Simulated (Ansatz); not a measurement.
Convergence notes, G0W0 on RbCl (Fm-3m)

A 2-atom cell of RbCl started from a crystallographic database, relaxed with r2SCAN; one-shot G0W0 in Ansatz without spin-orbit coupling. (Simulation; spin polarisation is off.)

```
Rb Cl
1.0
     0.00000    3.30573    3.30573
     3.30573    0.00000    3.30573
     3.30573    3.30573    0.00000
Rb Cl
1 1
Cartesian
  0.0000 0.0000 0.0000
  3.3057 3.3057 3.3057
```

Gaps are read over the mesh points alone. G0W0 here is at a finite number of bands, screening cutoff and k mesh, not at the basis limit.
```json
{"start": "PBE", "potentials": "PAW", "frequency model": "contour deformation", "mesh": "4×4×4", "empty bands": "164", "screening cutoff (eV)": "100", "Kohn-Sham gap (eV)": "4.96", "G0W0 gap (eV)": "7.51"}
{"start": "PBE", "potentials": "PAW", "frequency model": "contour deformation", "mesh": "4×4×4", "empty bands": "396", "screening cutoff (eV)": "180", "Kohn-Sham gap (eV)": "4.96", "G0W0 gap (eV)": "7.67"}
{"start": "PBE", "potentials": "PAW", "frequency model": "contour deformation", "mesh": "4×4×4", "empty bands": "768", "screening cutoff (eV)": "260", "Kohn-Sham gap (eV)": "4.96", "G0W0 gap (eV)": "7.75"}
{"start": "HSE06", "potentials": "PAW", "frequency model": "contour deformation", "mesh": "4×4×4", "empty bands": "396", "screening cutoff (eV)": "180", "Kohn-Sham gap (eV)": "6.25", "G0W0 gap (eV)": "8.29"}
{"start": "r2SCAN", "potentials": "PAW", "frequency model": "contour deformation", "mesh": "4×4×4", "empty bands": "396", "screening cutoff (eV)": "180", "Kohn-Sham gap (eV)": "5.56", "G0W0 gap (eV)": "8.02"}
{"start": "PBE0", "potentials": "PAW", "frequency model": "contour deformation", "mesh": "4×4×4", "empty bands": "396", "screening cutoff (eV)": "180", "Kohn-Sham gap (eV)": "6.99", "G0W0 gap (eV)": "8.50"}
{"start": "PBE", "potentials": "PAW", "frequency model": "Godby-Needs pole", "mesh": "4×4×4", "empty bands": "396", "screening cutoff (eV)": "180", "Kohn-Sham gap (eV)": "4.96", "G0W0 gap (eV)": "7.66"}
{"start": "PBE", "potentials": "PAW", "frequency model": "contour deformation", "mesh": "6×6×6", "empty bands": "117", "screening cutoff (eV)": "80", "Kohn-Sham gap (eV)": "4.96", "G0W0 gap (eV)": "7.43"}
{"start": "PBE", "potentials": "norm-conserving", "frequency model": "contour deformation", "mesh": "4×4×4", "empty bands": "396", "screening cutoff (eV)": "180", "Kohn-Sham gap (eV)": "4.96", "G0W0 gap (eV)": "7.69"}
```

G0W0 moves the gap on the mesh from 4.96 eV (PBE) to 7.75 eV (direct at Γ). Renormalisation factors Z lie between 0.79 and 0.87.

Raising bands and cutoff together moves the gap by +0.16 eV (100 to 180 eV), then +0.08 eV (180 to 260 eV); the last step is still large, so the basis limit isn't reached. Starting from HSE06 (6.25 eV against PBE's 4.96 eV) gives 8.29 eV, +0.62 eV from G0W0@PBE at the same screening cutoff. Starting from r2SCAN (5.56 eV against PBE's 4.96 eV) gives 8.02 eV, +0.35 eV from G0W0@PBE at the same screening cutoff. Starting from PBE0 (6.99 eV against PBE's 4.96 eV) gives 8.50 eV, +0.83 eV from G0W0@PBE at the same screening cutoff. The Godby-Needs plasmon pole differs from contour deformation by -0.01 eV. Norm-conserving potentials (wave cutoff 789 eV against 420 eV) shift the quasiparticle gap by +0.02 eV and the PBE gap by 0.00 eV. r2SCAN runs take a wave cutoff of 500 eV.
